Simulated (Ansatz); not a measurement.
**BN: how strain makes field gradients**

```xyz
2
Lattice="0.0000 1.8075 1.8075 1.8075 0.0000 1.8075 1.8075 1.8075 0.0000" Properties=species:S:1:pos:R:3 pbc="T T T"
B     0.0000    0.0000    0.0000
N     2.7113    2.7113    2.7113
```

Atom numbers follow the list: B1, N2.

The cell is COD entry 9008834, as deposited and not checked against the literature; nothing was relaxed.

Method: DFT, PBE, all-electron PAW with datasets made for the crystal, scalar-relativistic in Ansatz 0.2.0.

The runs use a Γ-centred 13×13×13 k mesh, Fermi–Dirac smearing of 0.03 eV, cutoff 520 eV (chosen by the program for this cell), no spin polarisation.

The strain is applied along the Cartesian axes of the cell as listed (the other components stay zero). Fractional coordinates are held (clamped ions).

The columns are Cartesian components of the electric field gradient at the nuclei, in 10²¹ V/m².

Only quantities that a quadratic follows smoothly over the whole series are listed; rougher ones are left out.

```csv
εzz,Vzz at N2
-0.0100,-0.16
0.0000,0.00
0.0200,0.33
0.0300,0.50
```

Q: Fit the series and give the gradient–strain slopes.

A: Least-squares fits y = p0 + p1 x + p2 x² to the rows give Vzz at N2: p1 = 16.2, p2 = 17. The slopes p1 are in 10²¹ V/m² per unit strain, for clamped ions.

Q: One run, at εzz = 0.0100, is withheld. Predict its row.

A: The fits give 0.16; the run gave 0.16.
